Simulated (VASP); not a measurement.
**BAs: relaxation of cell and atoms with PBE**

Crystal: BAs.

```xyz
2
Lattice="0.0000 2.3900 2.3900 2.3900 0.0000 2.3900 2.3900 2.3900 0.0000" Properties=species:S:1:pos:R:3 pbc="T T T"
B     0.0000    0.0000    0.0000
As    1.1950    1.1950    1.1950
```

The cell was built by a generator and needn't be a form met in nature.

| Quantity | Value |
| --- | --- |
| Program | VASP 6.6.1 |
| Task | relaxation of cell and atoms |
| Functional | PBE |
| Potentials or basis | VASP PAW PBE potentials, release 64 (B, As) |
| Cutoff | 600 eV |
| k mesh | 8 × 8 × 8 |
| Occupations | gaussian, width 0.01 eV |
| Spin | no spin polarisation |
| Dipole correction | no |
| Further INCAR settings | ALGO = Normal; EDIFF = 1e-06; IBRION = 2; EDIFFG = -0.002; NSW = 80; ISIF = 3 |

- Relaxed volume: 13.97 Å³/atom
- Relaxed cell: a = 3.406 Å, b = 3.406 Å, c = 3.406 Å, α = 60.00°, β = 60.00°, γ = 60.00°
- Space group after relaxing (to 0.05 Å): F-43m (No. 216)
- Energy gained by relaxing: 3.0 meV/atom
- Ionic steps: 3
- Pressure after relaxing: 0.0 GPa
- Band gap on the k mesh: 1.21 eV, indirect (least direct gap 3.25 eV)

Step by step:
| step | energy change (eV) | largest force (eV/Å) | pressure (GPa) | volume (Å³) |
| --- | --- | --- | --- | --- |
| 1 | 0.0000 | 0.0000 | 3.14 | 27.30 |
| 2 | -0.0032 | 0.0000 | -2.02 | 28.38 |
| 3 | -0.0060 | 0.0000 | 0.01 | 27.93 |

Final structure:
```
CELL_PARAMETERS angstrom
0.00000 2.40816 2.40816
2.40816 0.00000 2.40816
2.40816 2.40816 0.00000
ATOMIC_POSITIONS crystal
B 0.00000 0.00000 0.00000
As 0.25000 0.25000 0.25000
```

Levels at points of the mesh, in eV from the valence-band top:
```tsv
k point	band 1	band 2	band 3	band 4	band 5	band 6	band 7	band 8
(0.00, 0.00, 0.00)	-15.18	0.00	0.00	0.00	3.25	3.25	3.25	4.38
(0.50, 0.00, 0.00)	-12.40	-8.61	-1.78	-1.78	2.55	4.75	4.75	8.82
(0.50, 0.50, 0.00)	-11.12	-8.39	-3.98	-3.98	1.46	1.46	11.13	11.13
```

Run time: 8.4 s on 1 thread of AMD EPYC 9R45 96-Core Processor (Zen 5), with other jobs on the host, peak memory 0.13 GiB.

A k mesh can miss the band edges. Expect the measured gap to be larger: semilocal functionals such as PBE lack the derivative discontinuity.
